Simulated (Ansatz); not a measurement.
Run on Li (fcc type): DFT, PBE, all-electron LAPW, scalar-relativistic (Ansatz 0.2.0). This run: fcc relaxed under pressure.

The cell comes from a relaxation on PAW files under the same functional, begun from a prototype that needn't be the stable phase.

Command: `ansatz run input.yaml --threads 1 --pin off --max-ram 3584MiB --backend cpu --events-out ev --progress --plain --runs-dir out` It took 7.5 s on 1 thread of Arm Neoverse V2, on a shared host, peak memory 0.23 GiB.

```yaml
crystal:
  lattice:
    - [0.0, 1.6202409366, 1.6202409366]
    - [1.6202409366, 0.0, 1.6202409366]
    - [1.6202409366, 1.6202409366, 0.0]
  atoms:
    - { symbol: Li, position: [0.0, 0.0, 0.0] }
kpoints:
  mp_grid: { grid: [20, 20, 20] }
scf:
  occupations: { method: fermi_dirac, width: 0.08 }
hamiltonian:
  xc: pbe
  pseudopotentials: { kind: all_electron, lapw: { basis_error: 0.0005 } }
output:
  forces: true
  stress: true
  eigenvalues: true
relax:
  f_tol: 0.005
  max_steps: 12
  cell: { p_target: 51.0, stress_tol: 0.03 }
```

Output:

```
The last accepted step is kept in <dir> (removed where the run ends without a failure and the disk answers)
LAPW: plane waves up to 6.979 Å⁻¹, error target 5.0e-4 eV per atom; small_component_spin mean_spin; Li in spheres of 1.111 Å, 3 of its electrons in bands, Dirac shells [] (how accurate: hamiltonian.pseudopotentials.lapw.basis_error, Limitations)
Engine: ansatz 0.2.0
Pseudopotentials: kind: all_electron
Pseudopotential: Li, LAPW, valence charge 3, lapw/all_electron/scalar/gaussian/Li, Koelling and Harmon's equation, gaussian nucleus
Functional definition: PBE
  parameter kappa = 0.804
  parameter beta = 0.06672455060314922
  exchange = pbe_x(kappa = kappa, mu = beta*pi^2/3)
  correlation = pbe_c(beta = beta)
Crystal: 1 atoms, lattice volume = 8.507 Å³
Basis set: ecut = 185.58309009905616 eV, 59 PW (Γ), exchange–correlation at level 2
Bands: 6, of which v1, the nominal top of the filled ones, is band 2 counted from 1 (1 counted from 0)
Symmetry: 48 space group operations
Space group: Fm-3m (ITA 225), of the structure as read, at distance tolerance 2.0e-5 Å
k-points: 256 of 8000
Non-local potential: Li, projectors of the file, none
Initial density: superposition of atomic densities (chi_scale 0.1, normalization cell)
Initial wavefunctions: plane waves of lowest kinetic energy (no species holds an atomic orbital)
Functional: x = pbe(κ = 0.804, μ = 0.2195149727645171), c = pbe(β = 0.06672455060314922)
iter 1 solved again at ethr=1.73e-4 eV; its pass at ethr=1.00e-1 eV (dr2=5.19e-3 eV) is discarded
SCF iter   1: F=—  HF=-203.721295 eV  |F-HF|=—  |Δ(HF+E_count)|=         —  Δρ=1.01e-2  dr2=5.16e-3  ethr=1.73e-4  ⟨swp⟩=3.1  Hψ=12141  notcnv=0
preconditioner: auto → none  [metal: Δε(μ)=0.012 eV  Ē_g=18.231 eV  σ=0.080 eV  W_gap=0.04  n_scr=0 (ndim 8)  ℏωp=12.7 eV  f_vac=0.000  D(μ)=0.33/eV (n_scr^D=0)]
SCF iter   2: F=—  HF=-203.720414 eV  |F-HF|=—  |Δ(HF+E_count)|=   8.81e-4  Δρ=5.02e-3  dr2=1.27e-3  ethr=1.72e-4  ⟨swp⟩=2.0  Hψ=3907  notcnv=0
iter 3 solved again at ethr=7.78e-9 eV; its pass at ethr=4.23e-5 eV (dr2=2.34e-7 eV) is discarded
SCF iter   3: F=—  HF=-203.720384 eV  |F-HF|=—  |Δ(HF+E_count)|=   3.02e-5  Δρ=7.18e-5  dr2=2.27e-7  ethr=7.78e-9  ⟨swp⟩=2.6  Hψ=7052  notcnv=0
SCF iter   4: F=-203.720384 eV  HF=-203.720384 eV  |F-HF|=1.81e-8  |Δ(HF+E_count)|=   4.75e-7  Δρ=4.22e-6  dr2=5.79e-10  ethr=7.55e-9  ⟨swp⟩=2.0  Hψ=3907  notcnv=0
SCF 1 converged in 4 iterations: F = -203.720384 eV  dr2 = 5.79e-10
relax step   1: F+E_penalty+E_count = -203.72038437 eV  Δ(F+E_penalty+E_count) = +0.000e0 eV  max|allowed force component| = 0.000e0 eV/Å  Δτ_max = 0.0000 Å  P = +51.033 GPa  Ω = 8.507 Å³  (4 SCF iters, accepted)
Crystal: 1 atoms, lattice volume = 8.508 Å³
Basis set: ecut = 185.56012100120935 eV, 59 PW (Γ), exchange–correlation at level 2
Initial density: handed on by an earlier stage of this run
Initial wavefunctions: those handed on with the density
iter 1 solved again at ethr=1.52e-11 eV; its pass at ethr=1.00e-1 eV (dr2=4.57e-10 eV) is discarded
SCF iter   1: F=—  HF=-203.720887 eV  |F-HF|=—  |Δ(HF+E_count)|=         —  Δρ=3.71e-6  dr2=5.08e-10  ethr=1.52e-11  ⟨swp⟩=5.3  Hψ=11148  notcnv=0
preconditioner: auto → none  [metal: Δε(μ)=0.014 eV  Ē_g=18.236 eV  σ=0.080 eV  W_gap=0.04  n_scr=0 (ndim 8)  ℏωp=12.7 eV  f_vac=0.000  D(μ)=0.33/eV (n_scr^D=0)]
SCF iter   2: F=-203.720887 eV  HF=-203.720887 eV  |F-HF|=4.40e-9  |Δ(HF+E_count)|=   1.99e-8  Δρ=1.96e-6  dr2=1.42e-10  ethr=1.52e-11  ⟨swp⟩=2.2  Hψ=3947  notcnv=0
SCF 2 converged in 2 iterations: F = -203.720887 eV  dr2 = 1.42e-10
relax step   2: F+E_penalty+E_count = -203.72088736 eV  Δ(F+E_penalty+E_count) = -5.030e-4 eV  max|allowed force component| = 0.000e0 eV/Å  Δτ_max = 0.0000 Å  P = +51.006 GPa  Ω = 8.508 Å³  (2 SCF iters, accepted)
iter 1 solved again at ethr=4.73e-12 eV; its pass at ethr=1.00e-1 eV (dr2=1.42e-10 eV) is discarded
SCF iter   1: F=—  HF=-203.720887 eV  |F-HF|=—  |Δ(HF+E_count)|=         —  Δρ=1.96e-6  dr2=1.42e-10  ethr=4.73e-12  ⟨swp⟩=3.0  Hψ=8953  notcnv=0
SCF iter   2: F=-203.720887 eV  HF=-203.720887 eV  |F-HF|=1.20e-9  |Δ(HF+E_count)|=   1.09e-8  Δρ=1.03e-6  dr2=3.97e-11  ethr=4.73e-12  ⟨swp⟩=2.6  Hψ=4188  notcnv=0
SCF 3 converged in 2 iterations: F = -203.720887 eV  dr2 = 3.97e-11
relax step   3: F+E_penalty+E_count = -203.72088736 eV  Δ(F+E_penalty+E_count) = -8.110e-10 eV  max|allowed force component| = 0.000e0 eV/Å  Δτ_max = 0.0000 Å  P = +51.006 GPa  Ω = 8.508 Å³  stress off target by 5.67e-3 GPa  SCF on the basis re-selected at this cell (its energy is not comparable with the rows above)  (2 SCF iters)
basis re-selected at this cell: Δ(F+E_penalty+E_count) = -8.110e-10 eV, ΔP = -0.000 GPa vs the last step (what re-selecting the basis moved, after the strain that the cell walked since its last selection, with what the two solves' SCF thresholds leave and, on support functions, any second-order correction that the steps lacked; it is no measure of the basis error at this ecutwfc). This SCF's stress stands 5.67e-3 GPa from its target on what of the cell is left free (relax.cell.stress_tol is 3.00e-2 GPa) and its largest allowed force component is 0.00e0 eV/Å (relax.f_tol is 5.00e-3 eV/Å): within both
SCF converged after 2 iterations
Free energy (F): -203.720887 eV
Harris-Foulkes:  -203.720887 eV  (|F-HF|=1.20e-9)
Internal energy: -203.714010 eV  (E = F + TS)
E sigma→0 (E₀):  -203.717449 eV
Entropy (-TS):   -0.006877 eV (-6.877 meV/atom)
Fermi energy:    4.901639 eV
--- Per-component energies (eV) ---
  E_band       = -77.659578
  E_kinetic    = 210.081662
  E_xc         = -52.877645
  E_electrostatic = -360.918027  (all electrons and nuclei)
  E_smearing   = -0.006877  (= −TS)
  E_closure    = 0.000000  (closes the sum)
  E_atoms      = -202.784629  (free atoms, spherical and without spin; not in F)
  Σ components = -203.720887   (vs F -203.720887, Δ=0.00e0)
  Basis errors (estimates in eV, not in F): energy 1.4e-4 per atom: plane waves 1.3e-4 (7.2e-5 summed), levels above the bands 3.8e-155, relativity 8.3e-10, radial functions 4.5e-6, core shells 0.0e0; eigenvalues (radial functions only) 3.0e-5; not estimated: angular momenta, meshes, grids; target (lapw.basis_error) 5.0e-4; muffin-tin radii Li 1.111 Å
--- Forces (eV/Å), atoms counted from 1 ---
  atom   1  Li     0.00000000     0.00000000     0.00000000
  max |Σ_I F_I| component: 2.67e-32 eV/Å
--- Stress (GPa, compression-positive) ---
       51.005671       0.000000       0.000000
        0.000000      51.005671       0.000000
        0.000000       0.000000      51.005671
  P = ⅓ Tr σ = 51.0057 GPa (510.057 kbar)
--- Band table (eV; the first three rows and the last of 256) ---
  k-point 0: bands = ["-40.8373", "0.9039", "31.1872", "31.1872", "31.1872", "36.7730"]
  k-point 1: bands = ["-40.8284", "0.9473", "30.0917", "30.9413", "30.9413", "35.8243"]
  k-point 2: bands = ["-40.8026", "1.0786", "27.6237", "30.3733", "30.3733", "35.7020"]
  k-point 255: bands = ["-40.3567", "10.7286", "10.7286", "12.0290", "24.2597", "35.5658"]
--- Relaxed structure (2 steps of the walk, 2 accepted, 1 SCFs on fresh bases) ---
  F+E_penalty+E_count = -203.72088736 eV   max|allowed force component| = 0.000e0 eV/Å   (the final SCF, on the basis selected at the relaxed cell)
  cell:  # Å, volume = 8.5084 Å³
    - [3.8215290246716934e-35, 1.6203412122433396, 1.6203412122433396]
    - [1.6203412122433396, -1.2738430082238976e-35, 1.6203412122433396]
    - [1.6203412122433396, 1.6203412122433396, 2.547686016447796e-35]
  atoms:
    - { symbol: Li, position: [0.0, 0.0, 0.0] }
```

Next run (bcc relaxed under pressure), as changes to the input before:

```diff
   lattice:
-    - [0.0, 1.6202409366, 1.6202409366]
-    - [1.6202409366, 0.0, 1.6202409366]
-    - [1.6202409366, 1.6202409366, 0.0]
+    - [-1.2882282332, 1.2882282332, 1.2882282332]
+    - [1.2882282332, -1.2882282332, 1.2882282332]
+    - [1.2882282332, 1.2882282332, -1.2882282332]
   atoms:
 kpoints:
-  mp_grid: { grid: [20, 20, 20] }
+  mp_grid: { grid: [21, 21, 21] }
 scf:
```

Results part of the output:

```
basis re-selected at this cell: Δ(F+E_penalty+E_count) = -6.483e-10 eV, ΔP = -0.000 GPa vs the last step (what re-selecting the basis moved, after the strain that the cell walked since its last selection, with what the two solves' SCF thresholds leave and, on support functions, any second-order correction that the steps lacked; it is no measure of the basis error at this ecutwfc). This SCF's stress stands 1.02e-2 GPa from its target on what of the cell is left free (relax.cell.stress_tol is 3.00e-2 GPa) and its largest allowed force component is 0.00e0 eV/Å (relax.f_tol is 5.00e-3 eV/Å): within both
SCF converged after 2 iterations
Free energy (F): -203.715612 eV
Harris-Foulkes:  -203.715612 eV  (|F-HF|=4.33e-9)
Internal energy: -203.705857 eV  (E = F + TS)
E sigma→0 (E₀):  -203.710735 eV
Entropy (-TS):   -0.009756 eV (-9.756 meV/atom)
Fermi energy:    4.909782 eV
--- Per-component energies (eV) ---
  E_band       = -77.706779
  E_kinetic    = 210.116403
  E_xc         = -52.869628
  E_electrostatic = -360.952632  (all electrons and nuclei)
  E_smearing   = -0.009756  (= −TS)
  E_closure    = 0.000000  (closes the sum)
  E_atoms      = -202.784629  (free atoms, spherical and without spin; not in F)
  Σ components = -203.715612   (vs F -203.715612, Δ=0.00e0)
  Basis errors (estimates in eV, not in F): energy 1.5e-4 per atom: plane waves 1.5e-4 (8.0e-5 summed), levels above the bands 6.6e-141, relativity 8.5e-10, radial functions 3.9e-6, core shells 0.0e0; eigenvalues (radial functions only) 7.4e-5; not estimated: angular momenta, meshes, grids; target (lapw.basis_error) 5.0e-4; muffin-tin radii Li 1.082 Å
--- Forces (eV/Å), atoms counted from 1 ---
  atom   1  Li    -0.00000000    -0.00000000    -0.00000000
  max |Σ_I F_I| component: 1.31e-31 eV/Å
--- Stress (GPa, compression-positive) ---
       51.010161      -0.000000       0.000000
       -0.000000      51.010161      -0.000000
        0.000000      -0.000000      51.010161
  P = ⅓ Tr σ = 51.0102 GPa (510.102 kbar)
--- Band table (eV; the first three rows and the last of 286) ---
  k-point 0: bands = ["-40.8528", "0.8594", "31.6942", "31.6942", "31.6942", "38.7582"]
  k-point 1: bands = ["-40.8444", "0.9013", "31.1118", "31.1956", "31.5137", "37.1571"]
  k-point 2: bands = ["-40.8198", "1.0285", "29.3075", "30.0755", "30.9924", "35.6404"]
  k-point 285: bands = ["-40.2628", "13.7877", "14.5544", "14.5544", "17.7616", "18.5336"]
--- Relaxed structure (1 steps of the walk, 1 accepted, 1 SCFs on fresh bases) ---
  F+E_penalty+E_count = -203.71561243 eV   max|allowed force component| = 0.000e0 eV/Å   (the final SCF, on the basis selected at the relaxed cell)
  cell:  # Å, volume = 8.5514 Å³
    - [-1.2882282332, 1.2882282332, 1.2882282332]
    - [1.2882282332, -1.2882282332, 1.2882282332]
    - [1.2882282332, 1.2882282332, -1.2882282332]
  atoms:
    - { symbol: Li, position: [0.0, 0.0, 0.0] }
```

Next run (hcp relaxed under pressure), as changes to the input before:

```diff
   lattice:
-    - [-1.2882282332, 1.2882282332, 1.2882282332]
-    - [1.2882282332, -1.2882282332, 1.2882282332]
-    - [1.2882282332, 1.2882282332, -1.2882282332]
+    - [2.279521448, 0.0, 0.0]
+    - [-1.139760724, 1.9741234824, 0.0]
+    - [0.0, 0.0, 3.7874048632]
   atoms:
-    - { symbol: Li, position: [0.0, 0.0, 0.0] }
+    - { symbol: Li, position: [0.3333333333, 0.6666666667, 0.25] }
+    - { symbol: Li, position: [0.6666666667, 0.3333333333, 0.75] }
 kpoints:
-  mp_grid: { grid: [21, 21, 21] }
+  mp_grid: { grid: [19, 19, 10] }
 scf:
```

Results part of the output:

```
basis re-selected at this cell: Δ(F+E_penalty+E_count) = +2.274e-13 eV, ΔP = +0.000 GPa vs the last step (what re-selecting the basis moved, after the strain that the cell walked since its last selection, with what the two solves' SCF thresholds leave and, on support functions, any second-order correction that the steps lacked; it is no measure of the basis error at this ecutwfc). This SCF's stress stands 1.03e-2 GPa from its target on what of the cell is left free (relax.cell.stress_tol is 3.00e-2 GPa) and its largest allowed force component is 2.54e-17 eV/Å (relax.f_tol is 5.00e-3 eV/Å): within both
SCF converged after 2 iterations
Free energy (F): -407.438015 eV
Harris-Foulkes:  -407.438015 eV  (|F-HF|=6.13e-11)
Internal energy: -407.420986 eV  (E = F + TS)
E sigma→0 (E₀):  -407.429501 eV
Entropy (-TS):   -0.017029 eV (-8.515 meV/atom)
Fermi energy:    4.885747 eV
--- Per-component energies (eV) ---
  E_band       = -155.374905
  E_kinetic    = 420.180599
  E_xc         = -105.752625
  E_electrostatic = -721.848960  (all electrons and nuclei)
  E_smearing   = -0.017029  (= −TS)
  E_closure    = 0.000000  (closes the sum)
  E_atoms      = -405.569258  (free atoms, spherical and without spin; not in F)
  Σ components = -407.438015   (vs F -407.438015, Δ=0.00e0)
  Basis errors (estimates in eV, not in F): energy 1.4e-4 per atom: plane waves 1.3e-4 (7.2e-5 summed), levels above the bands 2.8e-63, relativity 7.7e-10, radial functions 7.7e-6, core shells 0.0e0; eigenvalues (radial functions only) 6.5e-6; not estimated: angular momenta, meshes, grids; target (lapw.basis_error) 5.0e-4; muffin-tin radii Li 1.106 Å
--- Forces (eV/Å), atoms counted from 1 ---
  atom   1  Li    -0.00000000    -0.00000000    -0.00000000
  atom   2  Li    -0.00000000     0.00000000     0.00000000
  max |Σ_I F_I| component: 1.39e-17 eV/Å
--- Stress (GPa, compression-positive) ---
       50.994227       0.000000      -0.000000
        0.000000      50.994227      -0.000000
       -0.000000      -0.000000      51.010265
  P = ⅓ Tr σ = 50.9996 GPa (509.996 kbar)
--- Band table (eV; the first three rows and the last of 240) ---
  k-point 0: bands = ["-40.8484", "-40.4984", "0.8932", "4.0918", "12.1030", "27.8930", "27.8930"]
  k-point 1: bands = ["-40.8400", "-40.5071", "0.9350", "3.9237", "12.4742", "27.9745", "27.9745"]
  k-point 2: bands = ["-40.8154", "-40.5322", "1.0614", "3.5003", "13.5042", "26.9050", "28.2140"]
  k-point 239: bands = ["-40.3943", "-40.3943", "8.0302", "8.0302", "9.6325", "9.6325", "18.3995"]
--- Relaxed structure (1 steps of the walk, 1 accepted, 1 SCFs on fresh bases) ---
  F+E_penalty+E_count = -407.43801539 eV   max|allowed force component| = 2.544e-17 eV/Å   (the final SCF, on the basis selected at the relaxed cell)
  cell:  # Å, volume = 17.0435 Å³
    - [2.2795214479772015, 0.0, 0.0]
    - [-1.1397607239886007, 1.9741234824197442, 0.0]
    - [0.0, 0.0, 3.7874048632]
  atoms:
    - { symbol: Li, position: [0.33333333333333337, 0.6666666666666667, 0.25000000000000006] }
    - { symbol: Li, position: [0.6666666666666667, 0.33333333333333337, 0.7500000000000002] }
```

Next run (omega relaxed under pressure), as changes to the input before:

```diff
   lattice:
-    - [2.279521448, 0.0, 0.0]
-    - [-1.139760724, 1.9741234824, 0.0]
-    - [0.0, 0.0, 3.7874048632]
+    - [3.7793607216, 0.0, 0.0]
+    - [-1.8896803608, 3.273022395, 0.0]
+    - [0.0, 0.0, 2.0509115876]
   atoms:
-    - { symbol: Li, position: [0.3333333333, 0.6666666667, 0.25] }
-    - { symbol: Li, position: [0.6666666667, 0.3333333333, 0.75] }
+    - { symbol: Li, position: [0.0, 0.0, 0.0] }
+    - { symbol: Li, position: [0.3333333333, 0.6666666667, 0.5] }
+    - { symbol: Li, position: [0.6666666667, 0.3333333333, 0.5] }
 kpoints:
-  mp_grid: { grid: [19, 19, 10] }
+  mp_grid: { grid: [10, 10, 14] }
 scf:
```

Results part of the output:

```
basis re-selected at this cell: Δ(F+E_penalty+E_count) = -6.373e-9 eV, ΔP = +0.000 GPa vs the last step (what re-selecting the basis moved, after the strain that the cell walked since its last selection, with what the two solves' SCF thresholds leave and, on support functions, any second-order correction that the steps lacked; it is no measure of the basis error at this ecutwfc). This SCF's stress stands 2.06e-2 GPa from its target on what of the cell is left free (relax.cell.stress_tol is 3.00e-2 GPa) and its largest allowed force component is 1.16e-17 eV/Å (relax.f_tol is 5.00e-3 eV/Å): within both
SCF converged after 2 iterations
Free energy (F): -611.082975 eV
Harris-Foulkes:  -611.082975 eV  (|F-HF|=1.31e-8)
Internal energy: -611.060670 eV  (E = F + TS)
E sigma→0 (E₀):  -611.071823 eV
Entropy (-TS):   -0.022306 eV (-7.435 meV/atom)
Fermi energy:    4.923509 eV
--- Per-component energies (eV) ---
  E_band       = -233.233100
  E_kinetic    = 630.017873
  E_xc         = -158.649324
  E_electrostatic = -1082.429219  (all electrons and nuclei)
  E_smearing   = -0.022306  (= −TS)
  E_closure    = 0.000000  (closes the sum)
  E_atoms      = -608.353888  (free atoms, spherical and without spin; not in F)
  Σ components = -611.082975   (vs F -611.082975, Δ=0.00e0)
  Basis errors (estimates in eV, not in F): energy 1.7e-4 per atom: plane waves 1.7e-4 (9.4e-5 summed), levels above the bands 1.0e-53, relativity 1.5e-9, radial functions 9.6e-6, core shells 0.0e0; eigenvalues (radial functions only) 1.0e-6; not estimated: angular momenta, meshes, grids; target (lapw.basis_error) 5.0e-4; muffin-tin radii Li 0.995 Å
--- Forces (eV/Å), atoms counted from 1 ---
  atom   1  Li     0.00000000    -0.00000000     0.00000000
  atom   2  Li     0.00000000     0.00000000     0.00000000
  atom   3  Li     0.00000000    -0.00000000     0.00000000
  max |Σ_I F_I| component: 5.78e-18 eV/Å
--- Stress (GPa, compression-positive) ---
       51.020584       0.000000       0.000000
        0.000000      51.020584       0.000000
        0.000000       0.000000      50.984245
  P = ⅓ Tr σ = 51.0085 GPa (510.085 kbar)
--- Band table (eV; the first three rows and the last of 112) ---
  k-point 0: bands = ["-40.9217", "-40.5564", "-40.5297", "0.9433", "7.6014", "7.6014", "7.6038", "7.6038", "17.9446"]
  k-point 1: bands = ["-40.9033", "-40.5458", "-40.5171", "1.0244", "7.7802", "7.7802", "7.7844", "7.7844", "17.2275"]
  k-point 2: bands = ["-40.8512", "-40.5165", "-40.4818", "1.2680", "8.3158", "8.3158", "8.3263", "8.3263", "15.4374"]
  k-point 111: bands = ["-40.4061", "-40.3758", "-40.3714", "6.4563", "6.5694", "7.5163", "12.3650", "12.3757", "13.7029"]
--- Relaxed structure (1 steps of the walk, 1 accepted, 1 SCFs on fresh bases) ---
  F+E_penalty+E_count = -611.08297541 eV   max|allowed force component| = 1.156e-17 eV/Å   (the final SCF, on the basis selected at the relaxed cell)
  cell:  # Å, volume = 25.3696 Å³
    - [3.7793607216169236, 0.0, 0.0]
    - [-1.8896803608084618, 3.2730223949853436, 0.0]
    - [0.0, 0.0, 2.0509115876]
  atoms:
    - { symbol: Li, position: [0.0, 0.0, 0.0] }
    - { symbol: Li, position: [0.33333333333333326, 0.6666666666666665, 0.49999999999999994] }
    - { symbol: Li, position: [0.6666666666666665, 0.33333333333333326, 0.49999999999999994] }
```
